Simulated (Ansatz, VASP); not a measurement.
# One calculation of Zn, two programs

INCAR

```
PREC = Accurate
ENCUT = 600
EDIFF = 1E-6
ISMEAR = -1
SIGMA = 0.1
LREAL = F
LASPH = T
NELM = 80
ALGO = Normal
ISIF = 3
LWAVE = F
LCHARG = F
GGA = B5
ALDAX = 1.0
AGGAX = 1.0
AGGAC = 1.0
ALDAC = 0.0
IBRION = 2
NSW = 80
EDIFFG = -0.01
```

Contents of KPOINTS:

```
Automatic mesh
0
Gamma
  14 14 14
```

Contents of POSCAR:

```
Zn
1.0
   -1.5608515766      1.5608515766      1.5608515766
    1.5608515766     -1.5608515766      1.5608515766
    1.5608515766      1.5608515766     -1.5608515766
Zn
1
Direct
    0.0000000000      0.0000000000      0.0000000000
```

Input for Ansatz:

```yaml
crystal:
  lattice:
    - [-1.5608515766, 1.5608515766, 1.5608515766]
    - [1.5608515766, -1.5608515766, 1.5608515766]
    - [1.5608515766, 1.5608515766, -1.5608515766]
  atoms:
    - { symbol: Zn, position: [0.0, 0.0, 0.0] }
hamiltonian:
  xc: blyp
  pseudopotentials:
    kind: paw
    azcp:
      Zn: "pseudopotentials/Zn.paw.azcp"
basis:
  ecutwfc: 420
  fft_grid_basis: typed
kpoints:
  mp_grid: { grid: [14, 14, 14], shift: [0, 0, 0] }
magnetization:
  spin_polarized: false
scf:
  occupations: { method: fermi_dirac, width: 0.1 }
relax:
  max_steps: 60
  f_tol: 0.01
  cell: {}
```

The cell was built by a generator and needn't be a form met in nature.

Alike in both runs: task relaxation of cell and atoms; functional BLYP; k mesh 14 × 14 × 14; occupations fermi-dirac, width 0.1 eV; no spin polarisation.

|  | VASP | Ansatz |
| --- | --- | --- |
| version | VASP 6.6.1 | Ansatz 0.2.0 |
| potentials or method | VASP PAW PBE potentials, release 64 (Zn) | plane waves (420 eV) with PAW, scalar-relativistic |
| plane-wave cutoff (eV) | 600 | 420 |
| valence electrons in the cell | 12 | 12 |

|  | VASP | Ansatz | Ansatz less VASP |
| --- | --- | --- | --- |
| relaxed volume (Å³/atom) | 17.44 | 17.39 | -0.057 |
| relaxed cell length with the largest relative difference (Å) | 2.830 | 2.827 | -0.0031 |
| energy change over the relaxation (meV/atom) | -42 | -40 | +2.3 |

Caveats: the PAW data sets were made with another functional, which shifts forces and pressure a little (VASP).
